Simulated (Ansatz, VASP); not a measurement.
One calculation of Si, two programs

```
CELL_PARAMETERS angstrom
0.00000 2.74417 2.72212
2.72212 0.00000 2.72212
2.72212 2.74417 0.00000
ATOMIC_POSITIONS crystal
Si 0.25000 0.25000 0.25000
Si 0.00000 0.00000 0.00000
```

Change from the starting cell: uniaxial_y strain +0.8%.

Alike in both runs: task single point; functional r2SCAN; k mesh 8 × 8 × 8; no spin polarisation.

```csv
,VASP,Ansatz
version,VASP 6.6.1,Ansatz 0.2.0
potentials or method,"VASP PAW PBE potentials, release 64 (Si)","plane waves, PAW"
plane-wave cutoff (eV),520,500
occupations,"gaussian, width 0.01 eV",fixed
valence electrons in the cell,8,8
```

|  | VASP | Ansatz | Ansatz less VASP |
| --- | --- | --- | --- |
| gap on the k mesh at the Fermi level (eV) | 0.79 | 0.78 | -0.014 |
| pressure (GPa) | -1.0 | -0.8 | +0.23 |
| largest component of the traceless stress (GPa) | 0.58 | 0.58 | -0.004 |

Caveats: the PAW data sets were made with another functional, which shifts forces and pressure a little (VASP). A k mesh can miss the band edges.
